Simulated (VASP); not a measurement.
# CoH (Fm-3m) in VASP: a series of runs

Runs on CoH. Level: LDA. Tasks: single point.

All numbers are computed with VASP 6.6.1; they aren't measurements. Logs are shortened: lines on timing, memory, paths and dates and some standing lists are left out, and cuts for length are marked.

**1. The crystal as given**

Symmetry: Fm-3m, No. 225, cubic system. The conventional cell has a = 3.686 Å, b = 3.686 Å, c = 3.686 Å, α = 90.00°, β = 90.00°, γ = 90.00°. Around Co (site symmetry m-3m) lie 6 H at 1.84 Å. Around H (site symmetry m-3m) lie 6 Co at 1.84 Å.

The cell comes from a database or a generator and needn't be the stable form of this composition.

**2. Single point, LDA, collinear spin, ferromagnetic start**

INCAR

```
  PREC = Accurate
  ENCUT = 650
  EDIFF = 1E-6
  ISMEAR = 0
  SIGMA = 0.05
  LREAL = False
  LASPH = True
  NELM = 100
  ALGO = Normal
  ISIF = 2
  LWAVE = False
  LCHARG = False
  ISPIN = 2
  MAGMOM = 2 0
  LORBIT = 11
  LMAXMIX = 4
  GGA = CA
  ADDGRID = False
```

KPOINTS

```
Automatic mesh
0
Gamma
  3 3 3
```

POSCAR

```
CoH
1.0
    0.0000000000      1.8429617100      1.8429617100
    1.8429617100      0.0000000000      1.8429617100
    1.8429617100      1.8429617100      0.0000000000
Co H
1 1
Direct
    0.0000000000      0.0000000000      0.0000000000
    0.5000000000      0.5000000000      0.5000000000
```

Potentials or basis: VASP PAW LDA potentials, release 64 (Co, H_s).

Run with:

```sh
$ cat potpaw_LDA.64/Co/POTCAR potpaw_LDA.64/H_s/POTCAR > POTCAR
$ mpirun -np 1 vasp_std > vasp.out
```

OUTCAR:

```text
PREC = Accurate
   ENCUT = 650
   EDIFF = 1E-6
   ISMEAR = 0
   LREAL = False
   LASPH = True
   NELM = 100
   ISIF = 2
   ISPIN = 2
   LORBIT = 11
   GGA = CA

 Found      4 irreducible k-points:

 Following reciprocal coordinates:
            Coordinates               Weight
  0.000000  0.000000  0.000000      1.000000
  0.333333  0.000000  0.000000      8.000000
  0.333333  0.333333  0.000000      6.000000
 -0.333333  0.333333  0.000000     12.000000
   k-points           NKPTS =      4   k-points in BZ     NKDIM =      4   number of bands    NBANDS=     10
   number of dos      NEDOS =    301   number of ions     NIONS =      2
   total plane-waves  NPLWV =  13824
   dimension x,y,z NGX =    24 NGY =   24 NGZ =   24
   dimension x,y,z NGXF=    48 NGYF=   48 NGZF=   48
   ions per type =               1   1
   NGX,Y,Z   is equivalent  to a cutoff of  15.31, 15.31, 15.31 a.u.
   NGXF,Y,Z  is equivalent  to a cutoff of  30.62, 30.62, 30.62 a.u.
 SYSTEM =  unknown system
   PREC   = accura    normal or accurate (medium, high low for compatibility)
   ISTART =      0    job   : 0-new  1-cont  2-samecut
   ICHARG =      2    charge: 1-file 2-atom 10-const
   ISPIN  =      2    spin polarized calculation?
   LNONCOLLINEAR =      F non collinear calculations
   LSORBIT =      F    spin-orbit coupling
   LASPH  =      T    aspherical Exc in radial PAW
   ENCUT  =  650.0 eV  47.77 Ry    6.91 a.u.   5.42  5.42  5.42*2*pi/ulx,y,z
   NELM   =    100;   NELMIN=  2; NELMDL= -5     # of ELM steps
   EDIFF  = 0.1E-05   stopping-criterion for ELM
[... 18 lines left out ...]
     AMIX     =   0.40;   BMIX     =  1.00
     AMIX_MAG =   1.60;   BMIX_MAG =  1.00
  volume/ion in A,a.u.               =       6.26        42.24
  Fermi-wavevector in a.u.,A,eV,Ry     =   1.518968  2.870433 31.392214  2.307263
  Thomas-Fermi vector in A             =   2.628017
   LORBIT       =     11    0 simple, 1 ext, 2 COOP (PROOUT), +10 PAW based schemes
   GGA     = CA    functional components
[... 5 lines left out ...]
 spin polarized calculation
 Gauss-broadening in eV      SIGMA  =   0.05
  energy-cutoff  :      650.00
  volume of cell :       12.52
 maximum number of plane-waves:       474
 NGX is ok and might be reduce to    24
   NGX = 11   NGY = 11   NGZ = 11

 number of electron      10.0000000 magnetization       1.1110199

 Free energy of the ion-electron system (eV)
  ---------------------------------------------------
  ext. energy  EPLUGINS =         0.00000000
  ---------------------------------------------------
  free energy    TOTEN  =       -11.72691488 eV

  energy without entropy =      -11.71455898  energy(sigma->0) =      -11.72073693

 E-fermi :   9.9806     XC(G=0): -13.7033

 val. band max:        9.9494815739   @ k =   0.3333   0.3333   0.0000
 cond. band min:       9.9903532384   @ k =   0.3333   0.0000   0.0000
 fundamental gap:      0.0408716645
 Fermi energy:         9.9805938501

 spin component 1

 k-point     1 :       0.0000    0.0000    0.0000
  band No.  band energies     occupation
      1      -2.4362      1.00000
      2       7.4986      1.00000
      3       7.4986      1.00000
      4       7.4986      1.00000
      5       8.4800      1.00000
      6       8.4800      1.00000
      7      25.0812      0.00000
      8      30.6413      0.00000
      9      31.1201      0.00000
     10      31.1201      0.00000

 k-point     2 :       0.3333    0.0000    0.0000
  band No.  band energies     occupation
      1       0.9557      1.00000
      2       6.2753      1.00000
      3       7.4556      1.00000
      4       7.4556      1.00000
      5       8.8851      1.00000
      6       8.8851      1.00000
      7      16.3047      0.00000
      8      24.0526      0.00000
      9      30.5178      0.00000
     10      30.5178      0.00000

 k-point     3 :       0.3333    0.3333    0.0000
  band No.  band energies     occupation
      1       1.1347      1.00000
      2       6.1408      1.00000
      3       7.8182      1.00000
      4       8.8310      1.00000
      5       8.8310      1.00000
      6       9.0109      1.00000
      7      18.0603      0.00000
      8      22.9565      0.00000
      9      22.9565      0.00000
     10      27.1171      0.00000

 k-point     4 :      -0.3333    0.3333    0.0000
  band No.  band energies     occupation
      1       2.8983      1.00000
      2       6.0048      1.00000
      3       7.0847      1.00000
      4       8.2321      1.00000
      5       9.0404      1.00000
      6      11.5021      0.00000
      7      15.4318      0.00000
      8      16.0774      0.00000
      9      24.8691      0.00000
     10      25.9320      0.00000
 Fermi energy:         9.9805938501

 spin component 2

 k-point     1 :       0.0000    0.0000    0.0000
  band No.  band energies     occupation
      1      -2.3781      1.00000
      2       8.5336      1.00000
      3       8.5336      1.00000
      4       8.5336      1.00000
      5       9.5161      1.00000
      6       9.5161      1.00000
      7      25.0513      0.00000
      8      30.6541      0.00000
      9      31.2107      0.00000
     10      31.2107      0.00000

 k-point     2 :       0.3333    0.0000    0.0000
  band No.  band energies     occupation
      1       1.0169      1.00000
      2       7.0214      1.00000
      3       8.4294      1.00000
      4       8.4294      1.00000
      5       9.9904      0.39126
      6       9.9904      0.39126
      7      16.7426      0.00000
      8      24.1582      0.00000
      9      30.7899      0.00000
     10      30.7899      0.00000

 k-point     3 :       0.3333    0.3333    0.0000
  band No.  band energies     occupation
      1       1.2698      1.00000
      2       7.0315      1.00000
      3       8.4824      1.00000
      4       9.9495      0.81057
      5       9.9495      0.81057
      6      10.0814      0.00217
      7      18.3907      0.00000
      8      23.1747      0.00000
      9      23.1747      0.00000
     10      27.4414      0.00000

 k-point     4 :      -0.3333    0.3333    0.0000
  band No.  band energies     occupation
      1       3.1278      1.00000
      2       6.7497      1.00000
      3       7.8733      1.00000
      4       9.2129      1.00000
      5      10.1971      0.00000
      6      12.3365      0.00000
      7      15.9542      0.00000
      8      16.5669      0.00000
      9      25.1283      0.00000
     10      26.1695      0.00000

------------------------ aborting loop because EDIFF is reached ----------------------------------------

  FORCE on cell =-STRESS in cart. coord.  units (eV):
  Direction    XX          YY          ZZ          XY          YZ          ZX
  --------------------------------------------------------------------------------------
  -------------------------------------------------------------------------------------
  Total       -0.9476834     -0.9476834     -0.9476834      0.0000000      0.0000000      0.0000000
  in kB     -121.2816043   -121.2816043   -121.2816043      0.0000000      0.0000000      0.0000000
  external PRESSURE =    -121.2816043 kB  Pullay stress =       0.0000000 kB

 VOLUME and BASIS-vectors are now :
 -----------------------------------------------------------------------------
  energy-cutoff  :      650.00
  volume of cell :       12.52
      direct lattice vectors                 reciprocal lattice vectors
     0.000000000  1.842961710  1.842961710    -0.271302435  0.271302435  0.271302435
     1.842961710  0.000000000  1.842961710     0.271302435 -0.271302435  0.271302435
     1.842961710  1.842961710  0.000000000     0.271302435  0.271302435 -0.271302435

 POSITION                                       TOTAL-FORCE (eV/Angst)
 -----------------------------------------------------------------------------------
      0.00000      0.00000      0.00000        -0.000000     -0.000000      0.000000
      1.84296      1.84296      1.84296         0.000000      0.000000     -0.000000
 -----------------------------------------------------------------------------------
    total drift:                                0.000000     -0.000000     -0.000000

  FREE ENERGIE OF THE ION-ELECTRON SYSTEM (eV)
  ---------------------------------------------------
  free  energy   TOTEN  =       -11.7269148755 eV

  energy  without entropy=      -11.7145589821  energy(sigma->0) =      -11.72073693

 total charge

# of ion       s       p       d       tot
------------------------------------------
    1        0.397   0.552   7.454   8.403
    2        0.673   0.096   0.000   0.769
--------------------------------------------------
tot          1.071   0.647   7.454   9.172

 magnetization (x)

# of ion       s       p       d       tot
------------------------------------------
    1       -0.007  -0.021   1.166   1.138
    2       -0.017  -0.007   0.000  -0.024
--------------------------------------------------
tot         -0.024  -0.029   1.166   1.113
```

Wall time 3.3 s (1 thread of Intel Xeon 6975P-C (Granite Rapids), shared host); peak memory 0.13 GiB.

The run converged, but some of its settings lie outside the range that counts as converged, so its numbers aren't taken as properties of the crystal.

Results:

| Quantity | Value |
| --- | --- |
| Free energy | -11.7269 eV |
| Pressure | -12.1 GPa |
| Band gap on the k mesh | none (metal or under the smearing width) |
| Net moment | 1.11 μB per cell |
| Site moments | Co +1.14; H -0.02 μB |
| Valence electrons inside the program's atomic spheres | Co 8.40; H 0.77 |

Caveat: the k mesh is coarse (spacing up to 0.98 Å⁻¹), so the values aren't converged.

**3. Single point, LDA, collinear spin, ferromagnetic start**

INCAR: that of step 2 with these lines changed.

```diff
@@ -1,3 +1,3 @@
   PREC = Accurate
-  ENCUT = 650
+  ENCUT = 280
   EDIFF = 1E-6
```

KPOINTS

```
Automatic mesh
0
Gamma
  5 5 5
```

POSCAR is that of step 2.

Potentials or basis: VASP PAW LDA potentials, release 64 (Co, H_s).

Run with:

```sh
$ cat potpaw_LDA.64/Co/POTCAR potpaw_LDA.64/H_s/POTCAR > POTCAR
$ mpirun -np 1 vasp_std > vasp.out
```

It took 1.7 s on 1 thread of Intel Xeon 6975P-C (Granite Rapids), shared host; peak memory 0.1 GiB.

These settings aren't checked as converged: the numbers below hold their error.

What came out:

| Item | Value |
| --- | --- |
| Free energy | -11.7923 eV |
| Band gap on the k mesh | none (metal or under the smearing width) |
| Net moment | 1.04 μB per cell |
| Site moments | Co +1.06; H -0.02 μB |
| Valence electrons inside the program's atomic spheres | Co 8.39; H 0.77 |

Caveat: the k mesh is coarse (spacing up to 0.59 Å⁻¹), so the values aren't converged; the cutoff is under 1.25 times the usual one of these potentials, so pressure, stress and relaxed cells hold a basis-set (Pulay) error.
